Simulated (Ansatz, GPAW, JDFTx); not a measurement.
SnTe: 3 runs at one level of theory

```
CELL_PARAMETERS angstrom
0.00000 3.15085 3.15085
3.15085 0.00000 3.15085
3.15085 3.15085 0.00000
ATOMIC_POSITIONS crystal
Te 0.50000 0.50000 0.50000
Sn 0.00000 0.00000 0.00000
```

Alike in all runs: task single point; functional PBEsol; k mesh 7 × 7 × 7; occupations gaussian, width 0.05 eV; no spin polarisation; no spin-orbit coupling. Pressure is positive in compression and, in plane waves, holds the error of the finite cutoff.

```tsv
program and potentials	plane-wave cutoff (eV)	notes	pressure (GPa)
JDFTx, PseudoDojo-SR-PBEsol-0.4.1-standard with smoothed tails	1088	15 valence electrons an atom on average	-0.32
GPAW, PAW data sets generated for this functional	600	10 valence electrons an atom on average	-0.65
Ansatz, all-electron LAPW, scalar-relativistic	-	-	?
```

**Question.** Estimate from the other rows what the run with Ansatz, all-electron LAPW, scalar-relativistic gave.

**Answer.** Pressure -0.37 GPa. The other rows, which needn't bracket it: pressure -0.65 to -0.32.
